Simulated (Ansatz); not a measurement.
Crystal: Al.

```
Al
1.0
     0.00000    1.94034    1.94034
     1.94034    0.00000    1.94034
     1.94034    1.94034    0.00000
Al
1
Direct
  0.00000 0.00000 0.00000
```

The cell isn't the ideal one: volume scaled by 0.88.

```yaml
Program: Ansatz 0.2.0
Task: relaxation of cell and atoms
Functional: PBE
Dispersion: D4
Potentials_or_basis: SSSP precision PAW
Cutoff: 408 eV
Density_cutoff: 4082 eV
k_mesh: 11 × 11 × 11
Occupations: gaussian, width 0.025 eV
Spin: no spin polarisation
```

At the start: volume 14.61 Å³/atom.

Where does the relaxation end?

It ends after 5 steps and the volume is 15.84 Å³/atom (+8.4 %); space group Fm-3m (No. 225, to 0.05 Å).

The path:
| step | energy change (eV) | largest force (eV/Å) | volume (Å³) |
| --- | --- | --- | --- |
| 1 | 0.0000 | 0.0000 | 14.61 |
| 2 | -0.0302 | 0.0000 | 15.71 |
| 3 | -0.0305 | 0.0000 | 15.82 |
| 4 | -0.0305 | 0.0000 | 15.84 |
| 5 | -0.0305 | 0.0000 | 15.84 |

Final structure:
```yaml
crystal:
  lattice:
    - [0.00000, 1.99319, 1.99319]
    - [1.99319, 0.00000, 1.99319]
    - [1.99319, 1.99319, 0.00000]
  atoms:
    - { symbol: Al, position: [0.00000, 0.00000, 0.00000] }
```

Caveat: the plane-wave basis is chosen anew once the cell has moved, so the energies of steps on either side of that aren't comparable.
